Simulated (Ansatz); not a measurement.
CsI:
```yaml
crystal:
  lattice:
    - [4.66629, 0.00000, 0.00000]
    - [0.00000, 4.66629, 0.00000]
    - [0.00000, 0.00000, 4.66629]
  atoms:
    - { symbol: Cs, position: [0.00000, 0.00000, 0.00000] }
    - { symbol: I, position: [0.50000, 0.50000, 0.50000] }
```

Cartesian axes are those of the cell as given.

### Question
Give the high-frequency dielectric tensor and the Born effective charge tensors of the independent atoms from DFPT, PBE (plane waves, PAW; program Ansatz).

### Answer

ε∞:
```
3.20  0.00  0.00
0.00  3.20  0.00
0.00  0.00  3.20
```
Z* of atom 1 (Cs), rows: field, columns: displacement, in e:
```
1.33  0.00  0.00
0.00  1.33  0.00
0.00  0.00  1.33
```
Z* of atom 2 (I), rows: field, columns: displacement, in e:
```
-1.33   0.00   0.00
 0.00  -1.33   0.00
 0.00   0.00  -1.33
```

Static charges for comparison (Bader): Cs1 +0.81, I2 -0.81 e. Born charges measure polarisation by displacement and can exceed these by far.

Space group Pm-3m (CsCl type). The PBE relaxation kept the symmetry of its start. Spin–orbit coupling is left out wherever it is not named.

Potentials: the later of the program's two PAW sets.
